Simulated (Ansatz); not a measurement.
# Ti: which structure wins at one pressure

Aim: bring Ti in several structures (fcc, bcc, hcp, sc, omega, diamond) to one pressure and rank them by enthalpy. The pressure is set by scaling the first phase. The runs shown use LAPW. Companion runs by PAW are cited.

Program: Ansatz 0.2.0. Level of theory: DFT, PBE, all-electron LAPW, scalar-relativistic. These are calculated values, not measurements.

### 1 Starting point

It takes space group Fm-3m (No. 225, cubic). Conventional cell: a = 3.080 Å, b = 3.080 Å, c = 3.080 Å, α = 90.00°, β = 90.00°, γ = 90.00°. Ti (site symmetry m-3m) has 12 Ti at 2.18 Å as nearest neighbours.

As a file:

```xyz
1
Lattice="0.0000 1.5401 1.5401 1.5401 0.0000 1.5401 1.5401 1.5401 0.0000" Properties=species:S:1:pos:R:3 pbc="T T T"
Ti    0.0000    0.0000    0.0000
```

### 2 Fcc relaxed under pressure, LAPW

The input, input.yaml:

```yaml
crystal:
  lattice:
    - [0.0, 1.5400893852, 1.5400893852]
    - [1.5400893852, 0.0, 1.5400893852]
    - [1.5400893852, 1.5400893852, 0.0]
  atoms:
    - { symbol: Ti, position: [0.0, 0.0, 0.0] }
kpoints:
  mp_grid: { grid: [21, 21, 21] }
scf:
  occupations: { method: fermi_dirac, width: 0.05 }
hamiltonian:
  xc: pbe
  pseudopotentials: { kind: all_electron, lapw: { basis_error: 0.0005 } }
output:
  forces: true
  stress: true
  eigenvalues: true
relax:
  f_tol: 0.005
  max_steps: 12
  cell: { p_target: 350.0, stress_tol: 0.175 }
```

Run with:

```bash
$ ansatz run input.yaml --threads 1 --pin off --max-ram 3584MiB --backend cpu --events-out ev --progress --plain --runs-dir out
```

After this run come: Bcc relaxed under pressure, LAPW; Hcp relaxed under pressure, LAPW; Sc relaxed under pressure, LAPW; Omega relaxed under pressure, LAPW; Diamond relaxed under pressure, LAPW.

Before running it: what results should come out? Wanted: pressure; lowest (for each run or level that gives them).

The runs gave:

| quantity | value |
| --- | --- |
| pressure | 350 GPa |
| lowest (LAPW) | bcc, 399.2 meV/atom under omega |
| lowest (PAW) | bcc, 399.0 meV/atom under omega |

By LAPW the order is bcc < omega < hcp < fcc < sc < diamond. By PAW the order is bcc < omega < hcp < fcc < sc < diamond. The methods agree on the lowest phase. Only these structures were tried, with electrons smeared by 0.05 eV and without vibrations, so the true ground state may be another. The k meshes differ between phases and weren't tested, which can move differences by some meV. The hcp start ended with c/a = 1.91, far from close packing.
